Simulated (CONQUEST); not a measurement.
# Pd (Fm-3m) in CONQUEST: notebook

The runs below take Pd through single point, with PBE.

Program: CONQUEST 1.3. These are calculated values, not measurements. Logs are shortened: lines on timing, memory, paths and dates and some standing lists are left out, and cuts for length are marked.

## Step 1: The undisturbed crystal

Symmetry: Fm-3m, No. 225, cubic system. The conventional cell has a = 3.893 Å, b = 3.893 Å, c = 3.893 Å, α = 90.00°, β = 90.00°, γ = 90.00°. Pd (site symmetry m-3m) has 12 Pd at 2.75 Å as nearest neighbours.

## Step 2: Single point, PBE (atoms of the box moved at random, drawn with an rms of 0.05 Å)

Contents of Conquest_input:

```
IO.Title Pd
IO.Coordinates coords.dat
IO.FractionalAtomicCoords T
IO.Iprint 2
IO.Iprint_init 1
General.NumberOfSpecies 1
General.PseudopotentialType hamann
AtomMove.TypeOfRun static
AtomMove.FullStress T
Grid.GridCutoff 120
DM.SolutionMethod diagon
Diag.MPMesh T
Diag.GammaCentred T
Diag.MPMeshX 8
Diag.MPMeshY 8
Diag.MPMeshZ 6
Diag.kT 0.00183747
minE.SCTolerance 1e-6
SC.MaxIters 100
IO.AtomChargeOutput T
%block ChemicalSpeciesLabel
1 106.420 Pd
%endblock
```

Contents of coords.dat:

```
    5.2019751461     0.0000000000     0.0000000000
    0.0000000000     5.2019751461     0.0000000000
    0.0000000000     0.0000000000     7.3567038032
2
  0.0204070000  -0.0059420000  -0.0045420000 1 T T T
  0.4807530000   0.4846270000   0.5033350000 1 T T T
```

Potentials or basis: PseudoDojo NC PBE, DZP, grid cutoff 120 Ha.

The run is started by

```sh
Conquest
```

Standard output:

```text
Simulation cell dimensions:     5.2020 a0 x     5.2020 a0 x     7.3567 a0

      Atomic coordinates (a0)
         Atom         X         Y         Z  Species
            1    0.1062    5.1711    7.3233        1
            2    2.5009    2.5210    3.7029        1

         Monkhorst-Pack mesh:   8 x   8 x   6 gamma-centred
        This calculation includes non-local pseudopotentials,
         with a maximum core radius of      7.49289703

    Job title: Pd
    Job to be run: static calculation

[... 5 lines left out ...]
      Using Fermi-Dirac smearing

    Integration grid size:     32 x   32 x   40

    Integration grid spacing:  0.163 a0 x 0.163 a0 x 0.184 a0

    Number of species:  1
    --------------------------------------------------------
    |   #  mass (au)  Charge (e)  SF Rad (a0)  NSF  Label  |
    --------------------------------------------------------
    |   1    106.420      18.000        7.725   19  Pd     |
    --------------------------------------------------------
          SCF tolerance:                 0.00000100
          SCF iterations:               100

    The functional used will be GGA PBE96

           radial cut-off to be used is taken to be max PAO cut-off radius for this species:    7.492897

           greatest ang. mom. for making density from PAOs:  2
    Minimum blocs/proc is      640. Maximum blocs/proc is      640
    set_atom_dens: In set_atomic_density, electrons :      36.000000000000
 matrix_size & matrix_size_padH =           38          38

    Screened ion int: energy:    -220.896522072640 Ha

    new_SC_potl: Starting.  Tolerance:  0.10000E-05

    PulayMixSC: Starting Pulay mixing, A_up =  0.500 A_dn =  0.500
    PulayMixSC: Spin non-polarised calculation.
          Harris-Foulkes Energy            :      -271.007502093575511 Ha
          GroundState Energy (E-(1/2)TS)   :      -271.008302860613639 Ha
          Free Energy (E-TS)               :      -271.009103627651768 Ha
          DFT Total Energy                 :      -270.959478658024523 Ha
          Total number of electrons        :        35.999999999999687
    PulayMixSC: Pulay iteration     1 residual:              0.33470E-02
          Harris-Foulkes Energy            :      -270.988712461869682 Ha
          GroundState Energy (E-(1/2)TS)   :      -270.989435718099799 Ha
          Free Energy (E-TS)               :      -270.990158974329972 Ha
          DFT Total Energy                 :      -270.986572910812015 Ha
          Total number of electrons        :        36.000014589977120
    PulayMixSC: Pulay iteration     2 residual:              0.82040E-03
          Harris-Foulkes Energy            :      -270.987782034623251 Ha
          GroundState Energy (E-(1/2)TS)   :      -270.988511009700630 Ha
          Free Energy (E-TS)               :      -270.989239984778067 Ha
          DFT Total Energy                 :      -270.987750389922098 Ha
          Total number of electrons        :        36.000020964565060
    PulayMixSC: Pulay iteration     3 residual:              0.28399E-03
          Harris-Foulkes Energy            :      -270.987749732092823 Ha
          GroundState Energy (E-(1/2)TS)   :      -270.988480582372233 Ha
          Free Energy (E-TS)               :      -270.989211432651700 Ha
          DFT Total Energy                 :      -270.987748474353452 Ha
          Total number of electrons        :        36.000030344240429
    PulayMixSC: Pulay iteration     4 residual:              0.13760E-04
          Harris-Foulkes Energy            :      -270.987752094745701 Ha
          GroundState Energy (E-(1/2)TS)   :      -270.988482731315855 Ha
          Free Energy (E-TS)               :      -270.989213367885952 Ha
          DFT Total Energy                 :      -270.987734552124493 Ha
          Total number of electrons        :        36.000030017037446
    PulayMixSC: Pulay iteration     5 residual:              0.43067E-04
          Harris-Foulkes Energy            :      -270.987749428119628 Ha
          GroundState Energy (E-(1/2)TS)   :      -270.988480245771257 Ha
          Free Energy (E-TS)               :      -270.989211063422829 Ha
          DFT Total Energy                 :      -270.987749408771492 Ha
          Total number of electrons        :        36.000030158137960
    PulayMixSC: Pulay iteration     6 residual:              0.28922E-05
          Harris-Foulkes Energy            :      -270.987749782505318 Ha
          GroundState Energy (E-(1/2)TS)   :      -270.988480586644869 Ha
          Free Energy (E-TS)               :      -270.989211390784419 Ha
          DFT Total Energy                 :      -270.987749782399476 Ha
          Total number of electrons        :        36.000028713589664
    PulayMixSC: Pulay iteration     7 residual:              0.26722E-06
    PulayMixSC: Reached SCF tolerance of  0.26722E-06 after      7 iterations
      | Number of electrons      =        36.000029
      |* band energy as 2Tr[K.H] =       -44.279307937935258 Ha
      |  screened ion-ion energy =      -220.896522072640437 Ha
      |  Ha correction           =         1.499756358699436 Ha
      |  XC correction           =        -7.311675899815227 Ha
      | GS Energy as E-(1/2)TS   =      -270.988480586644869 Ha
      | Free Energy as E-TS      =      -270.989211390784419 Ha
      |* Harris-Foulkes energy   =      -270.987749782505318 Ha
      |* DFT total energy        =      -270.987749782399476 Ha
      |  estimated accuracy      =        -0.000000000105842 Ha

    force: Forces on atoms (Ha/a0)
    force:  Atom   X              Y              Z
    force:     1  -0.0112972383  -0.0027972117   0.0072265371
    force:     2   0.0111548328   0.0028580998  -0.0072744384

    force: Maximum force :        0.01129724(Ha/a0) on atom         1 in x direction
    force: Force Residual:        0.01366000 Ha/a0
    force: Total stress:         -9.50662510    -0.14616728     0.49664586 GPa
                            -0.14616728   -10.11961608     0.12206751
                             0.49664586     0.12206751   -11.17939748
    force: Average pressure:     10.26854622 GPa

    force: Finished force
    get_E_and_F: Change in energy during last step of electronic optimisation: -0.35439E-06

    BIBLIOGRAPHY: Please consider citing the following references in the conquest.bib file

    CONQUEST:         Bowler2002pt, Miyazaki2004, Nakata2020
    Basis:            Bowler2019
    DM:               Bowler:2006xr
    Pseudopotentials: Hamann2013, Bowler2019
    XC functional:    Perdew1996
```

Wall time 51 s (1 thread of Intel Xeon 6975P-C (Granite Rapids), shared host); peak memory 0.61 GiB.

What came out:

| Quantity | Value |
| --- | --- |
| Free energy | -7373.9921 eV |
| Pressure | 10.3 GPa |
| Largest force | 0.704 eV/Å |
| Band gap on the k mesh | none (metal or under the smearing width) |

Forces on the atoms (eV/Å):
```
Pd  -0.581 -0.144  0.372
Pd   0.574  0.147 -0.374
```

Caveat: the basis of atomic orbitals isn't converged, which shifts pressures, moduli and gaps.

## Step 3: Single point, PBE (atoms of the box moved at random, drawn with an rms of 0.05 Å)

Conquest_input is that of step 2.

Contents of coords.dat:

```
    5.2019751461     0.0000000000     0.0000000000
    0.0000000000     5.2019751461     0.0000000000
    0.0000000000     0.0000000000     7.3567038032
2
  0.0109180000   0.0036980000  -0.0007990000 1 T T T
  0.4944900000   0.4939490000   0.4885930000 1 T T T
```

Potentials or basis: PseudoDojo NC PBE, DZ, grid cutoff 120 Ha.

The run is started by

```sh
Conquest
```

It took 36 s on 1 thread of Intel Xeon 6975P-C (Granite Rapids), shared host; peak memory 0.51 GiB.

It converged, with:

| Quantity | Value |
| --- | --- |
| Free energy | -7373.6281 eV |
| Pressure | 7.1 GPa |
| Largest force | 0.643 eV/Å |
| Band gap on the k mesh | none (metal or under the smearing width) |

Forces on the atoms (eV/Å):
```
Pd  -0.264 -0.160 -0.565
Pd   0.268  0.162  0.551
```

Levels at points of the mesh, in eV from the Fermi level:
```tsv
k point	band 15	band 16	band 17	band 18	band 19	band 20	band 21	band 22
(0.00, 0.00, 0.00)	-1.27	-1.26	-0.08	0.24	0.26	10.91	21.94	23.98
(0.00, 0.00, 0.50)	-1.67	-1.57	-1.48	-1.46	-0.75	-0.61	20.48	20.58
(0.00, 0.50, 0.00)	-1.92	-1.91	-1.34	-1.19	2.36	2.48	13.55	13.75
(0.00, 0.50, 0.50)	-0.07	-0.07	-0.06	-0.06	7.36	7.36	28.22	28.56
(0.50, 0.00, 0.00)	-1.93	-1.92	-1.40	-1.14	2.32	2.52	13.48	13.82
(0.50, 0.00, 0.50)	-0.07	-0.06	-0.06	-0.05	7.35	7.36	27.73	28.56
(0.50, 0.50, 0.00)	0.25	0.25	0.25	0.26	10.90	10.91	21.92	21.94
(0.50, 0.50, 0.50)	-1.34	-1.33	0.25	0.26	11.00	11.03	11.35	11.40
```

Caveat: the atomic basis is small; the box holds several primitive cells, so bands are folded and the points are those of the box's own zone; the basis of atomic orbitals isn't converged, which shifts pressures, moduli and gaps.

## Step 4: Single point, PBE (atoms of the box moved at random, drawn with an rms of 0.05 Å)

Conquest_input is that of step 3.

Contents of coords.dat:

```
    5.2019751461     0.0000000000     0.0000000000
    0.0000000000     5.2019751461     0.0000000000
    0.0000000000     0.0000000000     7.3567038032
2
 -0.0257330000  -0.0107280000  -0.0034410000 1 T T T
  0.4937490000   0.5005860000   0.5049010000 1 T T T
```

Potentials or basis: PseudoDojo NC PBE, SZP, grid cutoff 120 Ha.

The run is started by

```sh
Conquest
```

Run time: 25 s. Hardware: 1 thread of Intel Xeon 6975P-C (Granite Rapids), shared host; peak memory 0.42 GiB.

The run converged. Its results:

* Free energy: -7373.6863 eV
* Pressure: 14.8 GPa
* Largest force: 0.529 eV/Å
* Band gap on the k mesh: none (metal or under the smearing width)

Forces on the atoms (eV/Å):
```
Pd   0.296  0.170  0.395
Pd  -0.308 -0.176 -0.392
```

Caveat: the atomic basis is small; the basis of atomic orbitals isn't converged, which shifts pressures, moduli and gaps.

## Step 5: Overview

```csv
potentials or basis,gap on the mesh (eV),pressure (GPa),largest force (eV/Å)
"PseudoDojo NC PBE, DZP, grid cutoff 120 Ha",none,10.3,0.70
"PseudoDojo NC PBE, DZ, grid cutoff 120 Ha",none,7.1,0.64
"PseudoDojo NC PBE, SZP, grid cutoff 120 Ha",none,14.8,0.53
```

Alike in all rows: task single point; level PBE; no spin polarisation; cell atoms of the box moved at random, drawn with an rms of 0.05 Å; k mesh 8 × 8 × 6; smearing fermi-dirac 0.05 eV.

Caveats: the basis of atomic orbitals isn't converged, which shifts pressures, moduli and gaps; the atomic basis is small (some runs); the box holds several primitive cells, so bands are folded and the points are those of the box's own zone (some runs).

Total energies depend on the potentials used, so only differences within one code and one set of settings carry meaning.
